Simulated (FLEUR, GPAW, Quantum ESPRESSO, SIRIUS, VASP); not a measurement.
**Fitting the PBEsol energy curve of Au**

Symmetry: Fm-3m, No. 225, cubic system. Conventional cell: a = 4.070 Å, b = 4.070 Å, c = 4.070 Å, α = 90.00°, β = 90.00°, γ = 90.00°. Around Au (site symmetry m-3m) lie 12 Au at 2.88 Å.

The cell was scaled at fixed shape and fractions and run with VASP, PBE PAW files Au, 520 eV; PBEsol, k mesh 11 × 11 × 11 on the cell of 1 atom, fermi-dirac occupations of 0.05 eV, no spin polarisation, no spin-orbit coupling. The potentials were made for PBE. Energies are those that the program minimises, any entropy of the smearing included. For a metal such a mesh isn't converged to the digits shown.

```csv
V (Å³/atom),energy over the lowest row (meV/atom)
15.8435,49.52
16.1806,23.32
16.5177,?
16.8548,0.00
17.1919,0.51
17.5290,7.86
17.8661,21.12
```

Q: Fit the third-order Birch-Murnaghan form, give V0, B0 and B′, and predict the energy left open.

A: With y = (V0/V)^(2/3), E = E0 + (9 V0 B0/16) [(y - 1)³ B′ + (y - 1)² (6 - 4y)]. Least squares through the rows shown give V0 = 16.9971 Å³/atom, E0 = -0.67 meV, B0 = 175.7 GPa (1 eV/Å³ = 160.218 GPa) and B′ = 5.69, with a largest miss of 0.02 meV. At V = 16.5177 the form with these constants gives 7.23 meV; the run gave 7.21 meV an atom. Other set-ups at this level, from all their volumes (Å³/atom, GPa): FLEUR, all-electron, FLAPW: V0 17.000, B0 175.4; GPAW, PAW data sets generated for this functional: V0 17.287, B0 173.3; Quantum ESPRESSO, PseudoDojo 0.4.1 SR PBEsol standard: V0 16.976, B0 176.3; SIRIUS, all-electron FP-LAPW, apw+lo standard: V0 17.004, B0 177.8. Measured volume: 16.95 Å³/atom at 298 K (arxiv:1805.06931), so the fit lies +0.3 % from it. Measured modulus: 167 GPa (pmc:11102561, doi:10.1038/s41598-024-61861-2), so the fit lies +5.2 % from it. The runs are for a static lattice.

The energy rises faster on compression than on expansion: 16.1806 Å³ costs more than 17.8661 Å³, although it lies closer to the minimum. This is the anharmonicity expressed by B′. Squeezing gold drives the nearly full 5d shells into one another and raises the kinetic energy of the sp electrons, while stretching only gradually weakens the s-d bonding. The same closed-shell-like repulsion helps make gold much stiffer than a simple sp metal.

The fitted volume nearly coincides with both all-electron values, so the PBE-made potential does little harm to it here. GPAW stands apart with 17.287 Å³/atom despite its matched data sets, which probably reflects their construction or the numerical settings.

Thermal expansion enlarges and softens the real crystal. Removing it from the measurements would therefore widen the small volume error but narrow the gap in modulus. The recovered energy at 16.5177 Å³ supports the fit as an interpolation, not its use at much stronger compression.
